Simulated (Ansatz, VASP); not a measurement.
**One calculation of Al, two programs**

```
Al
1.0
     0.00000    1.99181    1.99181
     1.99181    0.00000    1.99181
     1.99181    1.99181    0.00000
Al
1
Direct
  0.00000 0.00000 0.00000
```

Alike in both runs: functional LDA; k mesh 18 × 18 × 18; occupations gaussian, width 0.1 eV; no spin polarisation.

Ansatz relaxed the structure, and its values are those at the end. VASP's run is a single point on that final structure, the one shown.

|  | VASP | Ansatz |
| --- | --- | --- |
| version | VASP 6.6.1 | Ansatz 0.2.0 |
| potentials or method | VASP PAW LDA potentials, release 64 (Al) | scalar-relativistic, plane waves, PAW |
| plane-wave cutoff (eV) | 520 | 420 |
| valence electrons in the cell | 3 | 3 |

|  | VASP | Ansatz | Ansatz less VASP |
| --- | --- | --- | --- |
| gap on the k mesh at the Fermi level (eV) | none | none | - |
| pressure (GPa) | 0.1 | 0.0 | -0.07 |

A gap of «none» marks a metal or a gap that the smearing closes.
